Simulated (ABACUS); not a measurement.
# BN (F-43m) in ABACUS: a series of runs, part 2 of 2

ABACUS 3.10.1. The steps go on from the part before.

### 4 Relaxation of cell and atoms, r2SCAN

run_abacus.py reads:

```python
"""Relaxation by an ASE optimiser with ABACUS as a small file-based calculator."""
import re
import subprocess
import numpy as np
from ase.calculators.calculator import Calculator, all_changes
from ase.filters import FrechetCellFilter
from ase.io import read
from ase.optimize import FIRE
from ase.stress import full_3x3_to_voigt_6_stress
from ase.units import Bohr, GPa

atoms = read("POSCAR")
atoms = atoms[(-atoms.numbers).argsort(kind="stable")]  # ABACUS lists atoms element by element
pseudo = {'N': 'N_ONCV_PBE-1.2.upf', 'B': 'B_ONCV_PBE-1.2.upf'}
orbital = {}
magmoms = None
kmesh = [8, 8, 8]
params = {
    'suffix': 'BN',
    'calculation': 'scf',
    'basis_type': 'pw',
    'pseudo_dir': './',
    'symmetry': 1,
    'dft_functional': 'MGGA_X_R2SCAN+MGGA_C_R2SCAN',
    'ecutwfc': 97,
    'pseudo_rcut': 10,
    'nspin': 1,
    'nbands': 8,
    'ks_solver': 'dav',
    'smearing_method': 'fd',
    'smearing_sigma': 0.00367493,
    'scf_thr': 1e-08,
    'scf_nmax': 100,
    'mixing_type': 'broyden',
    'mixing_beta': 0.7,
    'cal_force': 1,
    'cal_stress': 1,
    'mixing_tau': 1,
    'kpar': 4,
}

def write_input(atoms):
    symbols = atoms.get_chemical_symbols()
    elements = list(dict.fromkeys(symbols))
    lines = ["ATOMIC_SPECIES"] + [f"{e} {atoms.get_masses()[symbols.index(e)]:.4f} {pseudo[e]}" for e in elements]
    if orbital:
        lines += ["", "NUMERICAL_ORBITAL"] + [orbital[e] for e in elements]
    lines += ["", "LATTICE_CONSTANT", f"{1 / Bohr:.10f}", "", "LATTICE_VECTORS"]
    lines += [" ".join(f"{x:.10f}" for x in v) for v in atoms.cell]
    lines += ["", "ATOMIC_POSITIONS", "Direct"]
    for e in elements:
        lines += ["", e, "0.0", str(symbols.count(e))]
        for i, p in enumerate(atoms.get_scaled_positions(wrap=False)):
            if symbols[i] == e:
                mag = "" if magmoms is None else " mag " + " ".join(str(x) for x in (magmoms[i] if isinstance(magmoms[i], list) else [magmoms[i]]))
                lines.append(" ".join(f"{x:.10f}" for x in p) + " 1 1 1" + mag)
    open("STRU", "w").write("\n".join(lines) + "\n")
    open("KPT", "w").write("K_POINTS\n0\nGamma\n%d %d %d 0 0 0\n" % tuple(kmesh))
    open("INPUT", "w").write("INPUT_PARAMETERS\n" + "".join(f"{k:<20s}{v}\n" for k, v in params.items()))

class Abacus(Calculator):
    implemented_properties = ["energy", "free_energy", "forces", "stress"]

    def calculate(self, atoms=None, properties=("energy",), system_changes=all_changes):
        super().calculate(atoms, properties, system_changes)
        write_input(self.atoms)
        subprocess.run(['mpirun', '-np', '4', 'abacus'], check=True)
        log = open("OUT.BN/running_scf.log").read()
        if "charge density convergence is achieved" not in log:
            raise RuntimeError("SCF not converged")
        rows = lambda title, n: np.array([l.split()[-3:] for l in log.split(title)[-1].split("\n")[2:2 + n]], float)
        energy = float(re.findall(r"FINAL_ETOT_IS (\S+)", log)[-1])
        stress = -rows("TOTAL-STRESS", 3) / 10 * GPa  # ABACUS prints kbar, compression positive
        self.results = dict(energy=energy, free_energy=energy, forces=rows("TOTAL-FORCE", len(self.atoms)), stress=full_3x3_to_voigt_6_stress(stress))

atoms.calc = Abacus()
opt = FIRE(FrechetCellFilter(atoms), logfile="opt.log", trajectory="relax.traj")
print("optimiser converged:", opt.run(fmax=0.03, steps=60))
```

POSCAR reads:

```
BN
1.0
    0.0000000000      1.8130010000      1.8130010000
    1.8130010000      0.0000000000      1.8130010000
    1.8130010000      1.8130010000      0.0000000000
N B
1 1
Direct
    0.2500000000      0.2500000000      0.2500000000
    0.0000000000      0.0000000000      0.0000000000
```

Potentials or basis: SG15 ONCV 1.2 PBE, plane waves.

Command:

```sh
$ OMP_NUM_THREADS=1 python run_abacus.py > log
```

running log:

```text
ABACUS v3.10.1

               Atomic-orbital Based Ab-initio Computation at UStc

 ------------------------------------------------------------------------------------

 READING GENERAL INFORMATION
                           global_out_dir = OUT.BN/
                           global_in_card = INPUT
                               pseudo_dir = ./
                              orbital_dir =
                                    DSIZE = 4
                                    GSIZE = 1

 READING UNITCELL INFORMATION
                                    ntype = 2
                  lattice constant (Bohr) = 1.88973
              lattice constant (Angstrom) = 1

 READING ATOM TYPE 1
                               atom label = N
                      L=0, number of zeta = 1
                      L=1, number of zeta = 1
                      L=2, number of zeta = 1
             number of atom for this type = 1

 READING ATOM TYPE 2
                               atom label = B
                      L=0, number of zeta = 1
                      L=1, number of zeta = 1
                      L=2, number of zeta = 1
             number of atom for this type = 1

                        TOTAL ATOM NUMBER = 2
DIRECT COORDINATES
    atom                   x                   y                   z     mag                  vx                  vy                  vz
taud_N1            0.2500000000        0.2500000000        0.2500000000  0.0000        0.0000000000        0.0000000000        0.0000000000
taud_B1            0.0000000000        0.0000000000        0.0000000000  0.0000        0.0000000000        0.0000000000        0.0000000000

                          Volume (Bohr^3) = 79.1643
                             Volume (A^3) = 11.7309

 Lattice vectors: (Cartesian coordinate: in unit of a_0)
                   -0            +1.80344            +1.80344
             +1.80344                  -0            +1.80344
             +1.80344            +1.80344                  -0
 Reciprocal vectors: (Cartesian coordinate: in unit of 2 pi/a_0)
            -0.277248           +0.277248           +0.277248
            +0.277248           -0.277248           +0.277248
            +0.277248           +0.277248           -0.277248
[... 213 lines left out ...]

 PW ALGORITHM --------------- ION=   1  ELEC=   1--------------------------------

 Density error is 0.199039216551
                          Error Threshold = 0.01
----------------------------------------------------------
     Energy           Rydberg                 eV
----------------------------------------------------------
 E_KohnSham     -25.6822504633       -349.4249437637
 E_Harris       -24.4982373957       -333.3156195380
 E_Fermi        0.9244667062         12.5780148156
----------------------------------------------------------
[... 51 lines left out ...]
 Density error is 2.4509122458e-09
                          Error Threshold = 4.9694056318e-08
----------------------------------------------------------
     Energy           Rydberg                 eV
----------------------------------------------------------
 E_KohnSham     -25.7340241326       -350.1293606725
 E_KS(sigma->0) -25.7340241326       -350.1293606725
 E_Harris       -25.7339987853       -350.1290158051
 E_band         1.6091435222         21.8935208023
 E_one_elec     4.5138537991         61.4141316061
 E_Hartree      3.6194480503         49.2451170988
 E_xc           -7.4671881083        -101.5963063113
 E_Ewald        -26.4001378736       -359.1923030659
 E_entropy(-TS) -0.0000000000        -0.0000000001
 E_descf        0.0000000000         0.0000000000
 E_exx          0.0000000000         0.0000000000
 E_Fermi        1.1143903787         15.1620589472
----------------------------------------------------------

 charge density convergence is achieved
 final etot is -350.12936067 eV
 EFERMI = 15.162058947 eV

 STATE ENERGY(eV) AND OCCUPATIONS    NSPIN == 1
 1/8 kpoint (Cartesian) = 0.0000 0.0000 0.0000 (1243 pws)
       1       -10.3929     0.00390625
       2        11.1126     0.00390625
       3        11.1126     0.00390625
       4        11.1126     0.00390625
       5        20.6621    6.59302e-51
       6        20.6621    6.59302e-51
       7        20.6621    6.59302e-51
       8        21.9933    1.80411e-62
[... 41 lines left out ...]
 6/8 kpoint (Cartesian) = 0.0000 0.0000 0.069312 (1299 pws)
       1       -9.86861      0.0234375
       2        9.75284      0.0234375
       3        9.94533      0.0234375
       4        9.94533      0.0234375
       5        19.9475    6.37524e-44
       6        22.2949    2.60152e-64
       7        22.2949    2.60152e-64
       8        23.2461    1.42305e-72

[... levels at 2 further k points ...]

------------------------------------------------------------------------------------------
 TOTAL-FORCE (eV/Angstrom)
------------------------------------------------------------------------------------------
                        N1         0.0000000000         0.0000000000         0.0000000000
                        B1         0.0000000000         0.0000000000         0.0000000000
------------------------------------------------------------------------------------------

----------------------------------------------------------------
 TOTAL-STRESS (KBAR)
----------------------------------------------------------------
         2.6249481541        -0.0000000000         0.0000000000
         0.0000000000         2.6249481541         0.0000000000
        -0.0000000000         0.0000000000         2.6249481541
----------------------------------------------------------------
 TOTAL-PRESSURE: 2.624948 KBAR

 --------------------------------------------
 !FINAL_ETOT_IS -350.1293606725080281 eV
 --------------------------------------------
```

INPUT:

```text
INPUT_PARAMETERS
suffix              BN
calculation         scf
basis_type          pw
pseudo_dir          ./
symmetry            1
dft_functional      MGGA_X_R2SCAN+MGGA_C_R2SCAN
ecutwfc             97
pseudo_rcut         10
nspin               1
nbands              8
ks_solver           dav
smearing_method     fd
smearing_sigma      0.00367493
scf_thr             1e-08
scf_nmax            100
mixing_type         broyden
mixing_beta         0.7
cal_force           1
cal_stress          1
mixing_tau          1
kpar                4
```

STRU:

```text
ATOMIC_SPECIES
N 14.0070 N_ONCV_PBE-1.2.upf
B 10.8100 B_ONCV_PBE-1.2.upf

LATTICE_CONSTANT
1.8897261258

LATTICE_VECTORS
-0.0000000000 1.8034364335 1.8034364335
1.8034364335 -0.0000000000 1.8034364335
1.8034364335 1.8034364335 -0.0000000000

ATOMIC_POSITIONS
Direct

N
0.0
1
0.2500000000 0.2500000000 0.2500000000 1 1 1

B
0.0
1
0.0000000000 0.0000000000 -0.0000000000 1 1 1
```

Run time: 15 s. Hardware: 4 MPI ranks of Intel Xeon Platinum 8259CL at 2.50GHz (Skylake/Cascade Lake), shared host; peak memory 0.36 GiB.

What came out:

| Property | Result |
| --- | --- |
| Free energy | -350.1294 eV |
| Relaxed volume | 5.87 Å³/atom |
| Relaxed cell | a = 2.550 Å, b = 2.550 Å, c = 2.550 Å, α = 60.00°, β = 60.00°, γ = 60.00° |
| Space group after relaxing (to 0.05 Å) | F-43m (No. 216) |
| Energy gained by relaxing | 1.6 meV/atom |
| Ionic steps | 4 |
| Pressure after relaxing | 0.3 GPa |
| Band gap on the k mesh | 4.99 eV, indirect (least direct gap 9.55 eV) |

Step by step:
```csv
step,energy change (eV),largest force (eV/Å),pressure (GPa),volume (Å³)
1,0.0000,0.0000,-5.68,11.92
2,-0.0012,0.0000,-4.53,11.88
3,-0.0026,0.0000,-2.41,11.81
4,-0.0032,0.0000,0.26,11.73
```

Final structure:
```
N B
1.0
     0.00000    1.80344    1.80344
     1.80344    0.00000    1.80344
     1.80344    1.80344    0.00000
N B
1 1
Direct
  0.25000 0.25000 0.25000
  0.00000 0.00000 0.00000
```

Caveat: the potentials were made for another functional, which shifts forces and pressure.

### 5 Summary

```tsv
task	potentials or basis	cell	k mesh	cutoff (eV)	SCF threshold on the density	eigensolver	optimiser	force threshold	max steps	gap on the mesh (eV)	pressure (GPa)
single point	SG15 ONCV 1.2 PBE, DZP LCAO (the cutoffs set its grid)	as given	10 × 10 × 10	1361	1e-07	genelpa	-	-	-	4.97	-4.3
single point	SG15 ONCV 1.2 PBE, plane waves	as given	8 × 8 × 8	1320	1e-08	dav	-	-	-	4.97	-5.7
relaxation of cell and atoms	SG15 ONCV 1.2 PBE, plane waves	relaxed	8 × 8 × 8	1320	1e-08	dav	ASE FIRE	0.03 eV/Å	60	4.99	0.3
```

Alike in all rows: level r2SCAN; no spin polarisation; smearing fermi-dirac 0.05 eV.

Caveats: the potentials were made for another functional, which shifts forces and pressure; the atomic orbitals were generated for these runs and aren't a published set (some runs); the basis of atomic orbitals isn't converged, which shifts pressures, moduli and gaps (some runs).

Total energies depend on the potentials used, so only differences within one code and one set of settings carry meaning.

### 6 Against experiment

Step 2. Against the measured gap of BN, 6.4 eV (indirect; 300 K; a printed reference work, monograph), the calculated 4.97 eV is off by -1.43 eV. The value is that of r2SCAN in an atomic basis (SG15 ONCV 1.2 PBE, DZP LCAO (the cutoffs set its grid)), whose error adds to the functional's, on a finite k mesh, which can miss the band edges, without temperature or zero-point motion. The cell is a database's relaxed one, not the measured one, which moves gaps too.

Step 3. A measured gap of BN is 6.4 eV (indirect; 300 K; a printed reference work, monograph); the calculated 4.97 eV misses it by -1.43 eV. The value is that of r2SCAN on a finite k mesh, which can miss the band edges, without temperature or zero-point motion. The cell is a database's relaxed one, not the measured one, which moves gaps too.
